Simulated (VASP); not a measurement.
The system is HfN.

```xyz
2
Lattice="0.0000 2.4548 2.4548 2.4548 0.0000 2.4548 2.4548 2.4548 0.0000" Properties=species:S:1:pos:R:3 pbc="T T T"
Hf    0.0000    0.0000    0.0000
N     1.2274    1.2274    1.2274
```

The cell comes from a database or a generator and needn't be the stable form of this composition.

* Program: VASP 6.6.1
* Task: relaxation of cell and atoms
* Functional: LDA
* Potentials or basis: VASP PAW LDA potentials, release 64 (Hf_pv, N)
* Cutoff: 600 eV
* k mesh: 8 × 8 × 8
* Occupations: fermi-dirac, width 0.05 eV
* Spin: no spin polarisation

At the start: pressure -10.2 GPa; volume 14.79 Å³/atom.

Problem. How do energy, volume and symmetry change on relaxing?

Solution. Over 4 steps the energy falls by 24.4 meV/atom and the volume is 14.06 Å³/atom (-5.0 %); space group F-43m (No. 216, to 0.05 Å).

Step by step:
```
step  energy change (eV)  largest force (eV/Å)  pressure (GPa)  volume (Å³)
   1              0.0000                0.0000          -10.15        29.59
   2              0.1099                0.0000           23.19        25.75
   3             -0.0488                0.0000           -0.30        28.15
   4             -0.0488                0.0000           -0.03        28.12
```

Final structure:
```
Hf N
1.0
     0.00000    2.41349    2.41349
     2.41349    0.00000    2.41349
     2.41349    2.41349    0.00000
Hf N
1 1
Direct
  0.00000 0.00000 0.00000
  0.25000 0.25000 0.25000
```
